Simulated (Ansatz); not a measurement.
**A failed many-body run on ZnSe (Stilleite)**

A first try at the G0W0 gap of ZnSe (Stilleite), what the program said, and an input that works.

Program: Ansatz 0.2.0. Level of theory: G0W0 on PBE, plane waves, PAW. Results are calculated unless marked as measured.

### 1. The structure

The structure is cubic, space group F-43m (No. 216). Conventional cell: a = 5.668 Å, b = 5.668 Å, c = 5.668 Å, α = 90.00°, β = 90.00°, γ = 90.00°. Zn has 4 Se at 2.45 Å nearest. Nearest to Se lie 4 Zn at 2.45 Å. Farther neighbours and most contacts between anions are not listed.

The cell and positions come from the Crystallography Open Database and are kept as given unless a step says otherwise. The default PAW set here is soft_2. Its files were made with PBE.

### 2. First try

File input.yaml:

```yaml
crystal:
  lattice:
    - [0.0, 2.8338, 2.8338]
    - [2.8338, 0.0, 2.8338]
    - [2.8338, 2.8338, 0.0]
  atoms:
    - { symbol: Zn, position: [0.0, 0.0, 0.0] }
    - { symbol: Se, position: [0.25, 0.25, 0.25] }
kpoints:
  mp_grid: { grid: [4, 4, 4] }
hamiltonian:
  xc: pbe
scf:
  occupations: { method: fixed }
gw:
  n_empty_bands: 73
  ecut_chi: 10
  qp_bands: [v2, c2]
  qp_kpoints: band_edges
  screening: { model: contour_deformation }
```

Command:

```bash
$ ansatz run input.yaml --threads 3 --pin off --max-ram 92160MiB --backend cuda --events-out ev --progress --plain --runs-dir out --devices 1 --max-vram 13GiB  # rebuilt from the run's record
```

Numbers of over 12 decimals in the logs are rounded to 6 here.

What it wrote:

```text
GPUs: using 1 of 1 available (devices: 1).
Engine: ansatz 0.2.0, x86_64-unknown-linux-gnu
Pseudopotentials: kind: paw
Pseudopotential: Zn, paw, valence charge 12, recommended cutoff 420 eV (normal), Zn.paw.azcp
Pseudopotential: Se, paw, valence charge 16, recommended cutoff 420 eV (normal), Se.paw.azcp
Functional definition: PBE
  parameter kappa = 0.804
  parameter beta = 0.066725
  exchange = pbe_x(kappa = kappa, mu = beta*pi^2/3)
  correlation = pbe_c(beta = beta)
device memory: the entry about to start is reckoned to put 0.8 GiB on a device that reports 32.1 GiB free (of which the cap on the GPU budget leaves the run 13.0 GiB)
GPU FFT provider: cuFFT
GPU libraries: cuBLAS 13.8.2, cuFFT 12.4.0, cuSOLVER 12.3.4
Crystal: 2 atoms, lattice volume = 45.513 Å³
Basis set: ecut = 420 eV, 893 PW (Γ)
Bands: 18, of which v1, the nominal top of the filled ones, is band 14 counted from 1 (13 counted from 0)
Symmetry: 24 space group operations
Space group: F-43m (ITA 216), of the structure as read, at distance tolerance 3.6e-5 Å
k-points: 8 of 64 (time reversal used)
Non-local potential: Zn, projectors of the file, l = 0: 2, l = 1: 2, l = 2: 3, l = 3: 1
Non-local potential: Se, projectors of the file, l = 0: 2, l = 1: 2, l = 2: 3, l = 3: 1
PAW form: soft (Blöchl's): semilocal exchange-correlation on the pseudo side does not see the compensation charge
PAW one-centre angular grid: Zn, 590 points (default); XC on 64 Gauss nodes
PAW one-centre angular grid: Se, 590 points (default); XC on 64 Gauss nodes
Initial density: superposition of atomic densities (neutral atoms: chi_scale 0, normalization atom), corrected by the library's trained network
Initial wavefunctions: pseudopotential atomic-orbital guess
GPU buffer pool allocated for 19683 grid points (all kernels)
GPU transforms: local potential and band sums: pruned to the plane-wave sphere, on 25×27×27
Functional: x = pbe(κ = 0.804, μ = 0.219515), c = pbe(β = 0.066725)
SCF iter   1: F=—  HF=-8789.459623 eV  |F-HF|=—  |Δ(HF+E_count)|=         —  Δρ=7.17e-4  dr2=2.90e-4  ethr=1.77e-3  ⟨swp⟩=5.0  Hψ=660  notcnv=0  defer=11
preconditioner: auto → none  [insulator: Δε(μ)=1.281 eV  Ē_g=11.869 eV  n_scr=14 (ndim 8)  ℏωp=23.4 eV  f_vac=0.121  ε∞_Penn≈4.9]
SCF iter   2: F=—  HF=-8789.459596 eV  |F-HF|=—  |Δ(HF+E_count)|=   2.76e-5  Δρ=2.98e-4  dr2=2.78e-5  ethr=1.03e-6  ⟨swp⟩=2.0  Hψ=340  notcnv=0  defer=12
SCF iter   3: F=—  HF=-8789.459593 eV  |F-HF|=—  |Δ(HF+E_count)|=   2.22e-6  Δρ=1.52e-4  dr2=6.50e-6  ethr=9.92e-8  ⟨swp⟩=2.0  Hψ=256  notcnv=0  defer=7
SCF iter   4: F=—  HF=-8789.459603 eV  |F-HF|=—  |Δ(HF+E_count)|=   9.93e-6  Δρ=7.29e-5  dr2=1.29e-6  ethr=2.32e-8  ⟨swp⟩=2.0  Hψ=256  notcnv=0  defer=15
SCF iter   5: F=—  HF=-8789.459603 eV  |F-HF|=—  |Δ(HF+E_count)|=   2.33e-7  Δρ=1.66e-5  dr2=1.53e-7  ethr=4.61e-9  ⟨swp⟩=2.0  Hψ=208  notcnv=0  defer=16
SCF iter   6: F=-8789.459603 eV  HF=-8789.459603 eV  |F-HF|=2.15e-9  |Δ(HF+E_count)|=   8.85e-8  Δρ=4.18e-6  dr2=3.69e-9  ethr=3.57e-10  ⟨swp⟩=5.5  Hψ=568  notcnv=0
SCF 1 converged in 6 iterations: F = -8789.459603 eV  dr2 = 3.69e-9
[...]
device memory: the entry about to start is reckoned to put 1.3 GiB on a device that reports 36.1 GiB free (of which the cap on the GPU budget leaves the run 13.0 GiB)
NSCF: frozen V_eff on 8 k-points
[...]
device memory: the entry about to start is reckoned to put 1.7 GiB on a device that reports 36.1 GiB free (of which the cap on the GPU budget leaves the run 13.0 GiB)
NSCF: frozen V_eff on 8 k-points
G₀W₀ screening: q 1/8
[... further progress lines ...]
device memory: the entry about to start is reckoned to put 0.3 GiB on a device that reports 33.4 GiB free (of which the cap on the GPU budget leaves the run 13.0 GiB)
NSCF: frozen V_eff on 1 k-points
SCF converged after 6 iterations
Free energy (F): -8789.459603 eV
Harris-Foulkes:  -8789.459603 eV  (|F-HF|=2.15e-9)
Internal energy: -8789.459603 eV  (E = F + TS)
E sigma→0 (E₀):  -8789.459603 eV
Fermi energy:    6.808588 eV
--- Per-component energies (eV) ---
  E_band       = -380.492190
  E_kinetic    = 250.445684
  E_local      = -4392.031919  (includes V_loc(G=0)·N_el)
  E_nonlocal   = 18.433573
  E_hartree    = 2035.653355
  E_xc         = -241.548169
  E_vxc        = -150.357636  (∫ρ·V_xc dr)
  E_paw        = -3739.468391  (= ΣΔE_a)
  E_vpaw       = -178.288276  (= ΣTr[D̂ρ^β])
  E_aug_tail   = -0.000889  (compensation charges beyond the density's cutoff)
  E_ewald      = -2720.942845
  E_smearing   = -0.000000  (= −TS)
  E_closure    = -0.000000  (closes the sum)
  Σ components = -8789.459603   (vs F -8789.459603, Δ=0.00e0)
--- Band table (eV; the first three rows and the last of 8) ---
  k-point 0: bands = [... 10 lower, 0.6084, 6.8086, 6.8086, 6.8086, 8.0842, 12.5971, 12.5971, 12.5971]
  k-point 1: bands = [... 10 lower, 0.6085, 3.7543, 6.3303, 6.3303, 9.5424, 13.2301, 13.2301, 13.3651]
  k-point 2: bands = [... 10 lower, 0.7680, 1.5709, 5.9382, 5.9382, 9.3373, 13.1782, 13.1782, 15.3694]
  k-point 7: bands = [... 10 lower, 0.9097, 2.1114, 4.0402, 4.1395, 12.2794, 12.3501, 13.7585, 14.5115]
--- G₀W₀: contour deformation, 7 samples at zero and on the imaginary axis and 2 off it, 64 q-points, 73 empty bands' worth ---
  eigenvalues of the whole cell's RPA ε∞ on this k-mesh (on a slab, of 1 + 4πα/V) = 14.5776, 14.5776, 14.5776; static W/v taken at q = 0 is 0.068598
  bands read: the sum over 87 bands ends inside a degenerate multiplet in 1 slot, whose members it reads at an even weight; the widest, k=0: bands 87 to 89 (counted from 1) at 1/3 each
  gw.qp_kpoints: band_edges: 7 of 8 stored k-points solved, in 1 pass; an edge of the gap read off the rows below is read off those points alone
    valence top: of the k-points left out ik 5 came nearest to being solved in a further pass, in band 14 (counted from 1, as in the quasiparticle table): it holds the edge there only if its correction is more favourable than any solved in that band by at least 0.788 eV; those differ by 0.129 eV
    conduction bottom: of the k-points left out ik 5 came nearest to being solved in a further pass, in band 15 (counted from 1, as in the quasiparticle table): it holds the edge there only if its correction is more favourable than any solved in that band by at least 2.111 eV; those differ by 0.741 eV
  `?` marks the rows in doubt; gw_qp.tsv's column doubts and the gw_qp event give each row's grounds
    ik  band        ε_KS         Σx   Σc(E_QP)       V_xc       Z   E_QP_lin       E_QP  E_QP is
     0    13      6.8086   -21.9523     2.6359   -18.8521  0.7997     6.3372     6.3444  root
     0    14      6.8086   -21.9523     2.6359   -18.8521  0.7997     6.3372     6.3444  root
     0    15      8.0842    -9.4842    -3.2496   -13.7998  0.8060     9.2268     9.1502  root ?
     0    16     12.5971    -6.9156    -3.7399   -11.6469  0.7892    13.6507    13.5885  root
     1    13      6.3303   -21.0866     2.7140   -17.9225  0.7962     5.8735     5.8802  root
     1    14      6.3303   -21.0866     2.7140   -17.9225  0.7962     5.8735     5.8802  root
     1    15      9.5424    -8.9455    -3.3693   -13.3787  0.8020    10.6835    10.6064  root ?
     1    16     13.2301    -7.1655    -3.8799   -12.0172  0.7829    14.2555    14.2019  root
     2    13      5.9382   -20.4408     2.8162   -17.1961  0.7928     5.5035     5.5097  root
     2    14      5.9382   -20.4408     2.8162   -17.1961  0.7928     5.5035     5.5097  root
     2    15      9.3373    -8.7740    -3.3398   -13.1200  0.8035    10.4039    10.3436  root
     2    16     13.1782    -7.1321    -3.8421   -11.7928  0.7838    14.0298    13.9968  root
     3    13      5.5554   -19.9852     2.8611   -16.6548  0.7888     5.0783     5.0861  root
     3    14      5.5554   -19.9852     2.8611   -16.6548  0.7888     5.0783     5.0861  root
     3    15     10.7177    -8.7458    -3.4903   -13.2405  0.7979    11.7835    11.7221  root
     3    16     10.8254    -7.6956    -3.4840   -11.9151  0.7969    11.5837    11.5608  root
[...]
6    16     10.2585    -8.9007    -3.3565   -13.0387  0.8009    11.0666    11.0400  root
     7    13      4.0402   -20.3878     3.3549   -16.2555  0.7700     3.2327     3.2628  root
     7    14      4.1395   -16.7571     3.0263   -13.3910  0.7724     3.7955     3.7997  root
     7    15     12.2794    -8.0527    -3.6221   -12.0943  0.7906    12.7049    12.6988  root
     7    16     12.3501   -10.0640    -3.8260   -15.3545  0.7821    13.8240    13.8146  root
```

The job ended after 4.1 s (1 × NVIDIA H100 80GB HBM3 (shared by 6 runs) with 3 threads of AMD EPYC 7R13 (Zen 3), shared host; peak memory 1.1 GiB; 6.8 s of CPU time).

**What went wrong?**

The run ended normally, though the input holds a fault or crude settings.

The fault: screening cutoff of 10 eV. Nearly all local fields and short-range correlation are left out.

It printed a gap of 2.81 eV, which is an artefact of the settings.

### 3. A better input

G0W0 replaces the xc potential by the self-energy, built once from these orbitals. Only a window of levels is corrected, while the sums run over the empty bands that the input names.

input.yaml, the sections that differ from step 2:

```yaml
kpoints:
  mp_grid: { grid: [6, 6, 6] }
gw:
  n_empty_bands: 135
  ecut_chi: 120
  qp_bands: [v2, c2]
  qp_kpoints: band_edges
  screening: { model: contour_deformation }
# crystal, hamiltonian, scf: as in step 2
```

What it wrote:

```text
GPUs: using 1 of 1 available (devices: 1).
[...]
GPU FFT provider: cuFFT
GPU libraries: cuBLAS 13.8.2, cuFFT 12.4.0, cuSOLVER 12.3.4
Crystal: 2 atoms, lattice volume = 45.513 Å³
Basis set: ecut = 420 eV, 893 PW (Γ)
Bands: 18, of which v1, the nominal top of the filled ones, is band 14 counted from 1 (13 counted from 0)
Symmetry: 24 space group operations
[...]
k-points: 16 of 216 (time reversal used)
[...]
GPU buffer pool allocated for 19683 grid points (all kernels)
[...]
SCF iter   1: F=—  HF=-8789.521160 eV  |F-HF|=—  |Δ(HF+E_count)|=         —  Δρ=6.61e-4  dr2=2.74e-4  ethr=1.77e-3  ⟨swp⟩=5.0  Hψ=1330  notcnv=0  defer=28
[...]
SCF iter   6: F=-8789.521109 eV  HF=-8789.521109 eV  |F-HF|=9.11e-9  |Δ(HF+E_count)|=   1.41e-7  Δρ=3.65e-6  dr2=4.14e-9  ethr=3.57e-10  ⟨swp⟩=5.4  Hψ=1034  notcnv=0
SCF 1 converged in 6 iterations: F = -8789.521109 eV  dr2 = 4.14e-9
[...]
0    13      6.7818   -21.7965     2.1507   -18.8736  0.7640     5.9914     6.0097  root
     0    14      6.7818   -21.7965     2.1507   -18.8736  0.7640     5.9914     6.0097  root
     0    15      8.0685    -9.7759    -3.7058   -13.7972  0.7922     8.3860     8.3841  root
     0    16     12.5901    -6.9764    -4.4061   -11.6525  0.7736    12.8617    12.8600  root
     1    13      6.5293   -21.3417     2.1877   -18.3668  0.7625     5.7225     5.7421  root
     1    14      6.5293   -21.3417     2.1877   -18.3668  0.7625     5.7225     5.7421  root
     1    15      9.3310    -9.9834    -3.7756   -14.0644  0.7849     9.6383     9.6363  root
     1    16     12.6562    -7.6830    -4.3754   -12.2972  0.7709    12.8966    12.8951  root
[...]
12    13      4.5963   -18.3312     2.5549   -14.9114  0.7447     3.7012     3.7315  root
    12    14      4.5963   -18.3312     2.5549   -14.9114  0.7447     3.7012     3.7315  root
    12    15      9.7689    -7.0735    -3.5810   -10.6427  0.7958     9.7571     9.7571  root
    12    16     10.2461    -8.9882    -3.8296   -13.0504  0.7852    10.4799    10.4788  root
[key lines of the parts left out:]
SCF converged after 6 iterations
Free energy (F): -8789.521109 eV
Fermi energy:    6.781841 eV
```

Run time: 33 s. Hardware: 1 × NVIDIA H100 80GB HBM3 (shared by 6 runs) with 3 threads; peak memory 1.2 GiB; 43 s of CPU time.

Numbers from this step:

- bands summed: 149
- RPA ε∞ on this mesh (eigenvalues): 8.519, 8.519, 8.519
- plane waves in the screening matrix: 137
- q-points in the mesh: 216
- G0W0 gap on the mesh: 2.374 eV
- k of the valence top: 0, 0, 0
- k of the conduction bottom: 0, 0, 0
- starting gap on the mesh: 1.287 eV
- Z at the valence top: 0.7640
- Z at the conduction bottom: 0.7922
- least direct G0W0 gap on the computed points: 2.374 eV

The gap on the mesh goes from 1.29 eV to 2.37 eV, a correction of +1.09 eV. Between the two edge states, bare exchange in place of the xc potential would open the gap by 6.94 eV, and correlation takes back 5.86 eV.

### 4. Summary of results

```json
{
  "first try": "converged after 4.1 s",
  "better run": "G0W0 gap on the mesh 2.37 eV (6×6×6 mesh, 135 empty bands, screening to 120 eV)"
}
```

What this shows: The second run differs in: mesh, empty bands and screening cutoff (eV). Bands and cutoff are finite, so the gap is not at the basis limit. The miss can reach some tenths of an eV and take either sign; the mesh is an error of its own. The many-body steps are scalar-relativistic: spin-orbit coupling is not in them.

[Paths, hosts, dates, memory and timing lines, banners, echoed tables and standing remarks are left out of the program output.]

[Logs are printed without paths, hosts, clocks, repeated set-up lines and the standing remarks that a program may print on its own settings, such as how far it seeks lower states.]

[Runs of the session that timed out or met a known fault of the program may be left out.]

[Cells called generated may have been cut or substituted from an entry of the Crystallography Open Database or the Materials Project.]

[Hosts, paths, dates, database ids (printed as entryN), source tags and the programs' standing remarks are cut or masked in the printed files.]
